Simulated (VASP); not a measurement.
# GaN (Fm-3m) in VASP: band structure with HSE06

Aim: the band structure of GaN with HSE06.

Program: VASP 6.6.1. These are calculated values, not measurements. Logs are shortened: lines on timing, memory, paths and dates and some standing lists are left out, and cuts for length are marked.

### Step 1. Starting point

The structure is cubic, space group Fm-3m (No. 225). The conventional cell has a = 4.222 Å, b = 4.222 Å, c = 4.222 Å, α = 90.00°, β = 90.00°, γ = 90.00°. Ga (site symmetry m-3m) is surrounded by 6 N at 2.11 Å. Around N (site symmetry m-3m) lie 6 Ga at 2.11 Å.

Measurements of this composition are mostly on another form, of space group No. 186.

### Step 2. Band structure, HSE06

POSCAR reads:

```
GaN
1.0
    0.0000000000      2.1108000000      2.1108000000
    2.1108000000      0.0000000000      2.1108000000
    2.1108000000      2.1108000000      0.0000000000
Ga N
1 1
Direct
    0.0000000000      0.0000000000      0.0000000000
    0.5000000000      0.5000000000      0.5000000000
```

INCAR.step1 reads:

```
PREC = Accurate
ENCUT = 520
EDIFF = 1E-5
ISMEAR = 0
SIGMA = 0.02
LREAL = False
LASPH = True
NELM = 60
ALGO = Normal
ISIF = 2
LWAVE = True
LCHARG = False
NBANDS = 16
GGA = PE
```

INCAR.step2 reads:

```
PREC = Accurate
ENCUT = 520
EDIFF = 1E-6
ISMEAR = 0
SIGMA = 0.02
LREAL = False
LASPH = True
NELM = 60
ALGO = Normal
ISIF = 2
LWAVE = False
LCHARG = False
GGA = PE
LHFCALC = True
HFSCREEN = 0.2
PRECFOCK = Fast
NBANDS = 16
ISTART = 1
```

KPOINTS reads:

```
regular mesh
0
Gamma
  8 8 8
```

KPOINTS_OPT reads:

```
path GXWKGLUWLK,UX
8
line-mode
reciprocal
 0.0000000000  0.0000000000  0.0000000000  G
 0.5000000000  0.0000000000  0.5000000000  X

 0.5000000000  0.0000000000  0.5000000000  X
 0.5000000000  0.2500000000  0.7500000000  W

 0.5000000000  0.2500000000  0.7500000000  W
 0.3750000000  0.3750000000  0.7500000000  K

 0.3750000000  0.3750000000  0.7500000000  K
 0.0000000000  0.0000000000  0.0000000000  G

 0.0000000000  0.0000000000  0.0000000000  G
 0.5000000000  0.5000000000  0.5000000000  L

 0.5000000000  0.5000000000  0.5000000000  L
 0.6250000000  0.2500000000  0.6250000000  U

 0.6250000000  0.2500000000  0.6250000000  U
 0.5000000000  0.2500000000  0.7500000000  W

 0.5000000000  0.2500000000  0.7500000000  W
 0.5000000000  0.5000000000  0.5000000000  L

 0.5000000000  0.5000000000  0.5000000000  L
 0.3750000000  0.3750000000  0.7500000000  K

 0.6250000000  0.2500000000  0.6250000000  U
 0.5000000000  0.0000000000  0.5000000000  X
```

Potentials or basis: VASP PAW PBE potentials, release 64 (Ga_d, N).

Run with:

```console
$ cat potpaw_PBE.64/Ga_d/POTCAR potpaw_PBE.64/N/POTCAR > POTCAR
$ cp INCAR.step1 INCAR
$ mpirun -np 1 vasp_std > vasp.out
$ cp INCAR.step2 INCAR
$ mpirun -np 1 vasp_std > vasp.out
```

OUTCAR:

```text
PREC = Accurate
   ENCUT = 520
   EDIFF = 1E-6
   ISMEAR = 0
   LREAL = False
   LASPH = True
   NELM = 60
   ISIF = 2
   GGA = PE
   LHFCALC = True
   HFSCREEN = 0.2
   PRECFOCK = Fast
   ISTART = 1

 ion  position               nearest neighbor table
   1  0.000  0.000  0.000-   2 2.11   2 2.11   2 2.11   2 2.11   2 2.11   2 2.11
   2  0.500  0.500  0.500-   1 2.11   1 2.11   1 2.11   1 2.11   1 2.11   1 2.11

  LATTYP: Found a face centered cubic cell.
 ALAT       =     4.2216000000

  Lattice vectors:

 A1 = (   0.0000000000,   2.1108000000,   2.1108000000)
 A2 = (   2.1108000000,   0.0000000000,   2.1108000000)
 A3 = (   2.1108000000,   2.1108000000,   0.0000000000)

Analysis of symmetry for initial positions (statically):
=====================================================================
 Subroutine PRICEL returns:
 Original cell was already a primitive cell.

 Routine SETGRP: Setting up the symmetry group for a
 face centered cubic supercell.

 Subroutine GETGRP returns: Found 48 space group operations
 (whereof 48 operations were pure point group operations)
 out of a pool of 48 trial point group operations.

The static configuration has the point symmetry O_h .

Analysis of symmetry for dynamics (positions and initial velocities):
=====================================================================
 Subroutine PRICEL returns:
 Original cell was already a primitive cell.

 Routine SETGRP: Setting up the symmetry group for a
 face centered cubic supercell.

 Subroutine GETGRP returns: Found 48 space group operations
 (whereof 48 operations were pure point group operations)
 out of a pool of 48 trial point group operations.

The dynamic configuration has the point symmetry O_h .

 Subroutine INISYM returns: Found 48 space group operations
 (whereof 48 operations are pure point group operations),
 and found     1 'primitive' translations

----------------------------------------------------------------------------------------

                                     Primitive cell

  volume of cell :      18.8092

  direct lattice vectors                    reciprocal lattice vectors
     0.000000000  2.110800000  2.110800000    -0.236877013  0.236877013  0.236877013
     2.110800000  0.000000000  2.110800000     0.236877013 -0.236877013  0.236877013
     2.110800000  2.110800000  0.000000000     0.236877013  0.236877013 -0.236877013
[... 92 lines left out ...]
   POTIM  = 0.5000    time-step for ionic-motion
   TEBEG  =    0.0;   TEEND  =   0.0 temperature during run
   PSTRESS=    0.0 pullay stress
   NELECT =      18.0000    total number of electrons
   NUPDOWN=      -1.0000    fix difference up-down
   EMIN   =  10.00;   EMAX   =-10.00  energy-range for DOS
   EFERMI =   0.00;   METHOD = LEGACY
   ISMEAR =     0;   SIGMA  =   0.02  broadening in eV -4-tet -1-fermi 0-gaus
   EFERMI_NEDOS =   21; number of points for ismear=-14 and -15
   IALGO  =     38    algorithm
   IMIX   =      1    mixing-type and parameters
     AMIX     =   0.40;   BMIX     =  1.00
     AMIX_MAG =   1.60;   BMIX_MAG =  1.00
  volume/ion in A,a.u.               =       9.40        63.47
  Fermi-wavevector in a.u.,A,eV,Ry     =   1.613276  3.048649 35.411317  2.602658
  Thomas-Fermi vector in A             =   2.708371
   LORBIT       =      0    0 simple, 1 ext, 2 COOP (PROOUT), +10 PAW based schemes
   GGA     = PE    functional components
   LHFCALC =     T    Hartree Fock is set to
   PRECFOCK=fast      Normal, Fast or Accurate (Low or Medium for compatibility)
   ENCUT4O =  -1.0   cutoff for four orbital integrals eV
   NKREDX  =     1    reduce k-point grid by
   NKREDY  =     1    reduce k-point grid by
   NKREDZ  =     1    reduce k-point grid by
   AEXX    =    0.2500 exact exchange contribution
   HFSCREEN=    0.2000 screening length (either q_TF or 0.3 A-1)
   HFSCREENC=   0.2000 screening length for correlation (either q_TF or 0.3 A-1)
   ENCUTFOCK=  -1.0 apply spherical cutoff to Coloumb kernel
   IVDW    =     0    specifies the selected vdW correction
   LEPSILON=     F    determine dielectric tensor
   LRPA    =     F    only Hartree local field effects (RPA)
 non-spin polarized calculation
 Gauss-broadening in eV      SIGMA  =   0.02
  energy-cutoff  :      520.00
  volume of cell :       18.81
 maximum number of plane-waves:       531
 NGX is ok and might be reduce to    24
  NGX = 14; NGY = 14; NGZ = 14

 number of electron      18.0000009 magnetization

 Free energy of the ion-electron system (eV)
  ---------------------------------------------------
  ext. energy  EPLUGINS =         0.00000000
  ---------------------------------------------------
  free energy    TOTEN  =       -13.82153307 eV

  energy without entropy =      -13.82153307  energy(sigma->0) =      -13.82153307

 E-fermi :   7.3471     XC(G=0): -10.6537

 val. band max:        7.1413538711   @ k =  -0.2500   0.1250   0.0000
 cond. band min:       9.0653633566   @ k =   0.5000   0.5000   0.0000
 fundamental gap:      1.9240094854
 Fermi energy:         7.3470714199

 k-point     1 :       0.0000    0.0000    0.0000
  band No.  band energies     occupation
      1     -11.8053      2.00000
      2      -9.0871      2.00000
      3      -9.0871      2.00000
      4      -9.0871      2.00000
      5      -9.0502      2.00000
      6      -9.0502      2.00000
[... 433 lines left out ...]
      3      -9.1294      2.00000
      4      -9.0254      2.00000
      5      -8.8705      2.00000
      6      -6.9946      2.00000
[... 8 lines left out ...]
     15      27.9403      0.00000
     16      32.7177      0.00000

 [... further k-points ...]

------------------------ aborting loop because EDIFF is reached ----------------------------------------

  FORCE on cell =-STRESS in cart. coord.  units (eV):
  Direction    XX          YY          ZZ          XY          YZ          ZX
  --------------------------------------------------------------------------------------
  -------------------------------------------------------------------------------------
  Total       -0.1357151     -0.1357151     -0.1357151      0.0000000      0.0000000     -0.0000000
  in kB      -11.5602540    -11.5602540    -11.5602540      0.0000000      0.0000000     -0.0000000
  external PRESSURE =     -11.5602540 kB  Pullay stress =       0.0000000 kB

 VOLUME and BASIS-vectors are now :
 -----------------------------------------------------------------------------
  energy-cutoff  :      520.00
  volume of cell :       18.81
      direct lattice vectors                 reciprocal lattice vectors
     0.000000000  2.110800000  2.110800000    -0.236877013  0.236877013  0.236877013
     2.110800000  0.000000000  2.110800000     0.236877013 -0.236877013  0.236877013
     2.110800000  2.110800000  0.000000000     0.236877013  0.236877013 -0.236877013

 POSITION                                       TOTAL-FORCE (eV/Angst)
 -----------------------------------------------------------------------------------
      0.00000      0.00000      0.00000        -0.000000     -0.000000     -0.000000
      2.11080      2.11080      2.11080         0.000000      0.000000      0.000000
 -----------------------------------------------------------------------------------
    total drift:                                0.000008      0.000012      0.000013

  FREE ENERGIE OF THE ION-ELECTRON SYSTEM (eV)
  ---------------------------------------------------
  free  energy   TOTEN  =       -13.8215330698 eV

  energy  without entropy=      -13.8215330698  energy(sigma->0) =      -13.82153307
```

OUTCAR.step1:

```text
PREC = Accurate
   ENCUT = 520
   EDIFF = 1E-5
   ISMEAR = 0
   LREAL = False
[... 680 lines left out ...]
      0.00000      0.00000      0.00000         0.000000     -0.000000      0.000000
      2.11080      2.11080      2.11080        -0.000000      0.000000     -0.000000
 -----------------------------------------------------------------------------------
    total drift:                                0.000000     -0.000000     -0.000000

  FREE ENERGIE OF THE ION-ELECTRON SYSTEM (eV)
  ---------------------------------------------------
  free  energy   TOTEN  =       -11.1871634264 eV

  energy  without entropy=      -11.1871634264  energy(sigma->0) =      -11.18716343
```

OSZICAR.step1:

```text
N       E                     dE             d eps       ncg     rms          rms(c)
DAV:   1     0.731625699877E+02    0.73163E+02   -0.91256E+03  1088   0.212E+03
DAV:   2    -0.868593200807E+01   -0.81849E+02   -0.74941E+02  1048   0.315E+02
DAV:   3    -0.129780316283E+02   -0.42921E+01   -0.42801E+01  1088   0.623E+01
DAV:   4    -0.130165682162E+02   -0.38537E-01   -0.38534E-01  1192   0.627E+00
DAV:   5    -0.130170016140E+02   -0.43340E-03   -0.43340E-03  1088   0.595E-01    0.736E+00
DAV:   6    -0.112084745708E+02    0.18085E+01   -0.43357E+00  1352   0.399E+01    0.237E+00
DAV:   7    -0.112020113304E+02    0.64632E-02   -0.24231E-01  1072   0.519E+00    0.158E+00
DAV:   8    -0.111893130380E+02    0.12698E-01   -0.33704E-02  1080   0.226E+00    0.549E-01
DAV:   9    -0.111871630008E+02    0.21500E-02   -0.77262E-03  1128   0.205E+00    0.118E-01
DAV:  10    -0.111871727266E+02   -0.97258E-05   -0.66761E-04  1080   0.325E-01    0.245E-02
DAV:  11    -0.111871634264E+02    0.93002E-05   -0.54689E-05  1112   0.858E-02
   1 F= -.11187163E+02 E0= -.11187163E+02  d E =-.428922E-33
```

Run time: 1.7 h. Hardware: 1 thread of AMD EPYC 9R45 (Zen 5), shared host; peak memory 0.27 GiB.

What came out:

- Free energy: -13.8215 eV
- Pressure: -1.2 GPa
- Band gap on the k mesh: 1.92 eV, indirect (least direct gap 4.13 eV)
- Band gap along the path: 1.89 eV, indirect (least direct gap 4.13 eV)

Levels at the corners of the path, in eV from the valence-band top:
```csv
point,band 7,band 8,band 9,band 10,band 11,band 12
Γ,-0.52,-0.52,-0.52,3.60,16.18,16.18
X,-7.75,-3.29,-3.29,1.89,8.97,14.04
X,-7.75,-3.29,-3.29,1.89,8.97,14.04
W,-5.83,-5.83,-4.80,6.66,11.62,12.05
W,-5.83,-5.83,-4.80,6.66,11.62,12.05
K,-6.71,-6.12,-2.30,4.55,10.54,13.13
K,-6.71,-6.12,-2.30,4.55,10.54,13.13
Γ,-0.52,-0.52,-0.52,3.60,16.18,16.18
Γ,-0.52,-0.52,-0.52,3.60,16.18,16.18
L,-8.96,-0.22,-0.22,5.98,10.65,10.65
L,-8.96,-0.22,-0.22,5.98,10.65,10.65
U,-6.71,-6.12,-2.30,4.55,10.54,13.13
U,-6.71,-6.12,-2.30,4.55,10.54,13.13
W,-5.83,-5.83,-4.80,6.66,11.62,12.05
W,-5.83,-5.83,-4.80,6.66,11.62,12.05
L,-8.96,-0.22,-0.22,5.98,10.65,10.65
L,-8.96,-0.22,-0.22,5.98,10.65,10.65
K,-6.71,-6.12,-2.30,4.55,10.54,13.13
U,-6.71,-6.12,-2.30,4.55,10.54,13.13
X,-7.75,-3.29,-3.29,1.89,8.97,14.04
```

Caveat: the PAW data sets were made with another functional, which shifts forces and pressure a little.
